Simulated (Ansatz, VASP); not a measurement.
## HfH3: VASP beside Ansatz

The input POSCAR:

```
HfH3
1.0
    2.9991426997      0.0000000000      0.0000000000
    0.0000000000      2.9991426997      0.0000000000
    0.0000000000      0.0000000000      2.9991426997
Hf H
1 3
Direct
    0.0000000000      0.0000000000      0.0000000000
    0.0000000000      0.5000000000      0.5000000000
    0.5000000000      0.0000000000      0.5000000000
    0.5000000000      0.5000000000      0.0000000000
```

INCAR.step1

```
SYSTEM = HfH3
PREC = Accurate
ENCUT = 520
ISMEAR = 0
SIGMA = 0.1
LREAL = .False.
LASPH = .True.
NELM = 100
NBANDS = 14
GGA = PE
ALGO = Normal
EDIFF = 1E-4
LWAVE = .True.
LCHARG = .False.
```

INCAR.step2

```
SYSTEM = HfH3
PREC = Accurate
ENCUT = 520
EDIFF = 1E-7
ISMEAR = 0
SIGMA = 0.1
LREAL = .False.
LASPH = .True.
NELM = 100
ALGO = Normal
ISIF = 2
LWAVE = .False.
LCHARG = .True.
METAGGA = R2SCAN
LMIXTAU = .True.
LELF = .True.
LVHAR = .True.
NBANDS = 14
ISTART = 1
```

Contents of KPOINTS:

```
regular mesh
0
Gamma
  14 14 14
  0 0 0
```

Input for Ansatz:

```yaml
crystal:
  lattice:
    - [2.9991426997, 0.0, 0.0]
    - [0.0, 2.9991426997, 0.0]
    - [0.0, 0.0, 2.9991426997]
  atoms:
    - { symbol: Hf, position: [0.0, 0.0, 0.0] }
    - { symbol: H, position: [0.0, 0.5, 0.5] }
    - { symbol: H, position: [0.5, 0.0, 0.5] }
    - { symbol: H, position: [0.5, 0.5, 0.0] }
basis:
  ecutwfc: 500
kpoints:
  mp_grid: { grid: [14, 14, 14] }
hamiltonian:
  xc: r2scan
scf:
  occupations: { method: gaussian, width: 0.1 }
output:
  forces: true
  stress: true
  eigenvalues: true
```

Alike in both runs: task single point; functional r2SCAN; k mesh 14 × 14 × 14; occupations gaussian, width 0.1 eV; no spin polarisation.

|  | VASP | Ansatz |
| --- | --- | --- |
| version | VASP 6.6.1 | Ansatz 0.2.0 |
| potentials or method | VASP PAW PBE potentials, release 64 (Hf_pv, H) | scalar-relativistic, plane waves, PAW |
| plane-wave cutoff (eV) | 520 | 500 |
| valence electrons in the cell | 13 | 29 |

```csv
,VASP,Ansatz,Ansatz less VASP
gap on the k mesh at the Fermi level (eV),none,none,-
pressure (GPa),11.2,12.3,+1.11
```

A gap of «none» marks a metal or a gap that the smearing closes. The two sets of potentials don't hold the same shells in valence.

Caveats: the PAW data sets were made with another functional, which shifts forces and pressure a little (VASP). The runs have no spin-orbit coupling, so splittings on Hf are missing.
